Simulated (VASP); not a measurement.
# BP (F-43m) in VASP: single point with PBE0

Aim: the single point of BP with PBE0.

Program: VASP 6.6.1. These are calculated values, not measurements. Logs are shortened: lines on timing, memory, paths and dates and some standing lists are left out, and cuts for length are marked.

### Step 1. The crystal as given

Symmetry: F-43m, No. 216, cubic system. The conventional cell has a = 4.279 Å, b = 4.279 Å, c = 4.279 Å, α = 90.00°, β = 90.00°, γ = 90.00°. Around B (site symmetry -43m) lie 4 P at 1.85 Å. P (site symmetry -43m) has 4 B at 1.85 Å as nearest neighbours.

The cell was built by a generator and needn't be a form met in nature.

### Step 2. Single point, PBE0

POSCAR

```
BP
1.0
    0.0000000000      2.1394742201      2.1394742201
    2.1394742201      0.0000000000      2.1394742201
    2.1394742201      2.1394742201      0.0000000000
B P
1 1
Direct
    0.0000000000      0.0000000000      0.0000000000
    0.2500000000      0.2500000000      0.2500000000
```

INCAR.step1

```
  PREC = Accurate
  ENCUT = 520
  EDIFF = 1E-5
  ISMEAR = 0
  SIGMA = 0.01
  LREAL = F
  LASPH = T
  NELM = 60
  ALGO = Normal
  ISIF = 2
  LWAVE = T
  LCHARG = F
  NBANDS = 11
  GGA = PE
```

INCAR.step2

```
  PREC = Accurate
  ENCUT = 520
  EDIFF = 1E-6
  ISMEAR = 0
  SIGMA = 0.01
  LREAL = F
  LASPH = T
  NELM = 60
  ALGO = Normal
  ISIF = 2
  LWAVE = F
  LCHARG = F
  GGA = PE
  LHFCALC = T
  AEXX = 0.25
  PRECFOCK = Normal
  HFRCUT = -1
  NBANDS = 11
  ISTART = 1
```

KPOINTS

```
regular mesh
0
Gamma
  6 6 6
```

Potentials or basis: VASP PAW PBE potentials, release 64 (B, P).

Command:

```bash
cat potpaw_PBE.64/B/POTCAR potpaw_PBE.64/P/POTCAR > POTCAR
cp INCAR.step1 INCAR
mpirun -np 1 vasp_std > vasp.out
cp INCAR.step2 INCAR
mpirun -np 1 vasp_std > vasp.out
```

OUTCAR:

```text
PREC = Accurate
   ENCUT = 520
   EDIFF = 1E-6
   ISMEAR = 0
   LREAL = F
   LASPH = T
   NELM = 60
   ISIF = 2
   GGA = PE
   LHFCALC = T
   AEXX = 0.25
   PRECFOCK = Normal
   ISTART = 1

 ion  position               nearest neighbor table
   1  0.000  0.000  0.000-   2 1.85   2 1.85   2 1.85   2 1.85
   2  0.250  0.250  0.250-   1 1.85   1 1.85   1 1.85   1 1.85

  LATTYP: Found a face centered cubic cell.
 ALAT       =     4.2789484402

  Lattice vectors:

 A1 = (   0.0000000000,   2.1394742201,   2.1394742201)
 A2 = (   2.1394742201,   0.0000000000,   2.1394742201)
 A3 = (   2.1394742201,   2.1394742201,   0.0000000000)

Analysis of symmetry for initial positions (statically):
=====================================================================
 Subroutine PRICEL returns:
 Original cell was already a primitive cell.

 Routine SETGRP: Setting up the symmetry group for a
 face centered cubic supercell.

 Subroutine GETGRP returns: Found 24 space group operations
 (whereof 24 operations were pure point group operations)
 out of a pool of 48 trial point group operations.

The static configuration has the point symmetry T_d .

Analysis of symmetry for dynamics (positions and initial velocities):
=====================================================================
 Subroutine PRICEL returns:
 Original cell was already a primitive cell.

 Routine SETGRP: Setting up the symmetry group for a
 face centered cubic supercell.

 Subroutine GETGRP returns: Found 24 space group operations
 (whereof 24 operations were pure point group operations)
 out of a pool of 48 trial point group operations.

The dynamic configuration has the point symmetry T_d .

 Subroutine INISYM returns: Found 24 space group operations
 (whereof 24 operations are pure point group operations),
 and found     1 'primitive' translations

----------------------------------------------------------------------------------------

                                     Primitive cell

  volume of cell :      19.5862

  direct lattice vectors                    reciprocal lattice vectors
     0.000000000  2.139474220  2.139474220    -0.233702278  0.233702278  0.233702278
     2.139474220  0.000000000  2.139474220     0.233702278 -0.233702278  0.233702278
     2.139474220  2.139474220  0.000000000     0.233702278  0.233702278 -0.233702278

  length of vectors
     3.025673458  3.025673458  3.025673458     0.404784220  0.404784220  0.404784220
[... 88 lines left out ...]
   EFERMI_NEDOS =   21; number of points for ismear=-14 and -15
   IALGO  =     38    algorithm
   IMIX   =      1    mixing-type and parameters
     AMIX     =   0.40;   BMIX     =  1.00
     AMIX_MAG =   1.60;   BMIX_MAG =  1.00
  volume/ion in A,a.u.               =       9.79        66.09
  Fermi-wavevector in a.u.,A,eV,Ry     =   1.214659  2.295373 20.073994  1.475397
  Thomas-Fermi vector in A             =   2.350072
   LORBIT       =      0    0 simple, 1 ext, 2 COOP (PROOUT), +10 PAW based schemes
   GGA     = PE    functional components
   LHFCALC =     T    Hartree Fock is set to
   PRECFOCK=normal    Normal, Fast or Accurate (Low or Medium for compatibility)
   ENCUT4O =  -1.0   cutoff for four orbital integrals eV
   NKREDX  =     1    reduce k-point grid by
   NKREDY  =     1    reduce k-point grid by
   NKREDZ  =     1    reduce k-point grid by
   AEXX    =    0.2500 exact exchange contribution
   HFSCREEN=    0.0000 screening length (either q_TF or 0.3 A-1)
   HFSCREENC=   0.0000 screening length for correlation (either q_TF or 0.3 A-1)
   ENCUTFOCK=  -1.0 apply spherical cutoff to Coloumb kernel
   IVDW    =     0    specifies the selected vdW correction
   LEPSILON=     F    determine dielectric tensor
   LRPA    =     F    only Hartree local field effects (RPA)
 non-spin polarized calculation
 Gauss-broadening in eV      SIGMA  =   0.01
  energy-cutoff  :      520.00
  volume of cell :       19.59
 maximum number of plane-waves:       544
 NGX is ok and might be reduce to    24
  NGX = 18; NGY = 18; NGZ = 18

 number of electron       8.0000001 magnetization

 Free energy of the ion-electron system (eV)
  ---------------------------------------------------
  ext. energy  EPLUGINS =         0.00000000
  ---------------------------------------------------
  free energy    TOTEN  =       -15.38753644 eV

  energy without entropy =      -15.38753644  energy(sigma->0) =      -15.38753644

 E-fermi :   9.0179     XC(G=0):  -9.1948

 val. band max:        8.8635679004   @ k =   0.0000   0.0000   0.0000
 cond. band min:      11.2541759864   @ k =   0.5000   0.5000   0.0000
 fundamental gap:      2.3906080860
 Fermi energy:         9.0178845708

 k-point     1 :       0.0000    0.0000    0.0000
  band No.  band energies     occupation
      1     -10.0912      2.00000
      2       8.8636      2.00000
      3       8.8636      2.00000
      4       8.8636      2.00000
      5      14.2450      0.00000
      6      14.2450      0.00000
      7      14.2450      0.00000
      8      21.2115      0.00000
      9      23.6666      0.00000
     10      23.6666      0.00000
     11      23.6768      0.00000
[... 197 lines left out ...]
 k-point    16 :      -0.3333    0.5000    0.1667
  band No.  band energies     occupation
      1      -3.2972      2.00000
      2      -1.2942      2.00000
      3       1.9952      2.00000
      4       2.0941      2.00000
      5      14.2858      0.00000
      6      15.3268      0.00000
      7      21.3219      0.00000
      8      22.1965      0.00000
      9      25.6915      0.00000
     10      29.3569      0.00000
     11      30.4536      0.00000

------------------------ aborting loop because EDIFF is reached ----------------------------------------

  FORCE on cell =-STRESS in cart. coord.  units (eV):
  Direction    XX          YY          ZZ          XY          YZ          ZX
  --------------------------------------------------------------------------------------
  -------------------------------------------------------------------------------------
  Total        4.7278190      4.7278190      4.7278190      0.0000000      0.0000000      0.0000000
  in kB      386.7410363    386.7410363    386.7410363      0.0000000      0.0000000      0.0000000
  external PRESSURE =     386.7410363 kB  Pullay stress =       0.0000000 kB

 VOLUME and BASIS-vectors are now :
 -----------------------------------------------------------------------------
  energy-cutoff  :      520.00
  volume of cell :       19.59
      direct lattice vectors                 reciprocal lattice vectors
     0.000000000  2.139474220  2.139474220    -0.233702278  0.233702278  0.233702278
     2.139474220  0.000000000  2.139474220     0.233702278 -0.233702278  0.233702278
     2.139474220  2.139474220  0.000000000     0.233702278  0.233702278 -0.233702278

 POSITION                                       TOTAL-FORCE (eV/Angst)
 -----------------------------------------------------------------------------------
      0.00000      0.00000      0.00000         0.000000      0.000000      0.000000
      1.06974      1.06974      1.06974        -0.000000     -0.000000     -0.000000
 -----------------------------------------------------------------------------------
    total drift:                               -0.000000     -0.000000     -0.000000

  FREE ENERGIE OF THE ION-ELECTRON SYSTEM (eV)
  ---------------------------------------------------
  free  energy   TOTEN  =       -15.3875364413 eV

  energy  without entropy=      -15.3875364413  energy(sigma->0) =      -15.38753644
```

OSZICAR.step1:

```text
N       E                     dE             d eps       ncg     rms          rms(c)
DAV:   1     0.104009401314E+02    0.10401E+02   -0.41920E+03   352   0.682E+02
DAV:   2    -0.130604299767E+02   -0.23461E+02   -0.22782E+02   493   0.117E+02
DAV:   3    -0.136196873105E+02   -0.55926E+00   -0.55720E+00   430   0.156E+01
DAV:   4    -0.136217018365E+02   -0.20145E-02   -0.20144E-02   396   0.106E+00
DAV:   5    -0.136217090085E+02   -0.71720E-05   -0.71719E-05   438   0.649E-02    0.928E+00
DAV:   6    -0.126390158727E+02    0.98269E+00   -0.19041E+00   391   0.664E+00    0.496E+00
DAV:   7    -0.124797470163E+02    0.15927E+00   -0.45006E-01   439   0.341E+00    0.157E+00
DAV:   8    -0.124705068384E+02    0.92402E-02   -0.33198E-02   405   0.112E+00    0.241E-01
DAV:   9    -0.124708299019E+02   -0.32306E-03   -0.66595E-04   421   0.189E-01    0.170E-01
DAV:  10    -0.124710002865E+02   -0.17038E-03   -0.20100E-04   399   0.917E-02    0.322E-02
DAV:  11    -0.124710097125E+02   -0.94260E-05   -0.10039E-05   425   0.218E-02
   1 F= -.12471010E+02 E0= -.12471010E+02  d E =-.769265E-16
```

Wall time 6.6 min (1 thread of Intel Xeon Platinum 8259CL at 2.50GHz (Skylake/Cascade Lake), shared host); peak memory 0.14 GiB.

What came out:

| Property | Result |
| --- | --- |
| Free energy | -15.3875 eV |
| Pressure | 38.7 GPa |
| Band gap on the k mesh | 2.39 eV, indirect (least direct gap 5.38 eV) |

Levels at points of the mesh, in eV from the valence-band top:
```
           k point  band 1  band 2  band 3  band 4  band 5  band 6  band 7  band 8  band 9
(0.00, 0.00, 0.00)  -18.95    0.00    0.00    0.00    5.38    5.38    5.38   12.35   14.80
(0.50, 0.00, 0.00)  -14.51  -11.53   -2.19   -2.19    6.56    6.56    6.66   12.73   18.27
(0.50, 0.50, 0.00)  -12.51  -10.68   -5.28   -5.28    2.39    2.99   16.37   16.37   20.16
```

Caveat: the k mesh is coarse (spacing up to 0.42 Å⁻¹), so the values aren't converged, least of all with exact exchange; a pressure of tens of GPa on the cell as given is suspect, and the run, the potentials or the cell itself is likely at fault; the PAW data sets were made with another functional, which shifts forces and pressure a little. A k mesh can miss the band edges.
